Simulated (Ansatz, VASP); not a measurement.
# One calculation of F, two programs

```
CELL_PARAMETERS angstrom
2.66621 -1.63577 0.05500
2.66621 1.63577 0.05500
-1.34563 0.00000 6.91419
ATOMIC_POSITIONS crystal
F 0.97095 0.59361 0.09007
F 0.43160 0.00384 0.40993
F 0.00384 0.43160 0.90993
F 0.59361 0.97095 0.59007
```

Alike in both runs: task single point; functional PBE; k mesh 10 × 10 × 4; occupations gaussian, width 0.02 eV; no spin polarisation.

|  | VASP | Ansatz |
| --- | --- | --- |
| version | VASP 6.6.1 | Ansatz 0.2.0 |
| potentials or method | VASP PAW PBE potentials, release 64 (F) | scalar-relativistic, plane waves, PAW |
| plane-wave cutoff (eV) | 520 | 420 |
| valence electrons in the cell | 28 | 28 |

```tsv
	VASP	Ansatz	Ansatz less VASP
gap on the k mesh at the Fermi level (eV)	4.26	4.35	+0.092
least direct gap on the mesh (eV)	4.26	4.35	+0.092
pressure (GPa)	15.9	14.8	-1.08
largest component of the traceless stress (GPa)	27.66	24.57	-3.090
rms of the force components (eV/Å)	3.868	3.439	-0.4290
```

Atom by atom the forces differ by 0.429 eV/Å (rms over components). With one functional, cell and mesh, what is left measures potentials, basis and numerics.

Caveats: so large a pressure means that the cell lies far from this level's equilibrium, or that cutoff or potentials fall short (VASP); forces of over 1 eV/Å show positions far from the minimum, so gaps and moduli don't describe the material at rest. A k mesh can miss the band edges.
